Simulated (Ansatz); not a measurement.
# CsSnI3 (Pm-3m), two-dimensional strain map

Theory: DFT PBE, scalar-relativistic, plane waves, PAW in Ansatz. Settings: plane waves to 420 eV, k-mesh 6×6×6 (Γ-centred), Gaussian smearing 0.03 eV. No spin polarisation. Energies are free energies at this smearing, counted from the undisturbed cell; pressure is positive in compression.

The undisturbed cell (as given, not relaxed at this level; it stands at 0.6 GPa):

```
Cs Sn I
1.0
     6.20570    0.00000    0.00000
     0.00000    6.20570    0.00000
     0.00000    0.00000    6.20570
Cs Sn I
1 1 3
Direct
  0.00000 0.00000 0.00000
  0.50000 0.50000 0.50000
  0.00000 0.50000 0.50000
  0.50000 0.00000 0.50000
  0.50000 0.50000 0.00000
```

The cell is strained by p along both x and y and by q along z, fractional coordinates fixed. Points are written (p, q).

p was sampled at -0.030, -0.015, 0.000, 0.015, 0.030 and q at -0.030, -0.015, 0.000, 0.015, 0.030.

Task: Where on the computed points is the energy highest, and how high?

Result: At (-0.030, -0.030): 41.3 meV/atom.

Task: Away from (0, 0), which computed point is lowest?

Result: (0.015, 0.015): -3.6 meV/atom.

The map, in meV/atom:

```
 p \ q  -0.030  -0.015  0.000  0.015  0.030
-0.030    41.3    31.9   25.9   22.9   22.3
-0.015    23.0    14.4    9.2    7.0    7.1
 0.000    12.3     4.4    0.0   -1.6   -0.7
 0.015     8.0     0.9   -2.7   -3.6   -2.0
 0.030     9.3     3.0    0.0   -0.1    2.1
```

Symmetry holds off the tilts and polar distortions that many cubic perovskites undergo.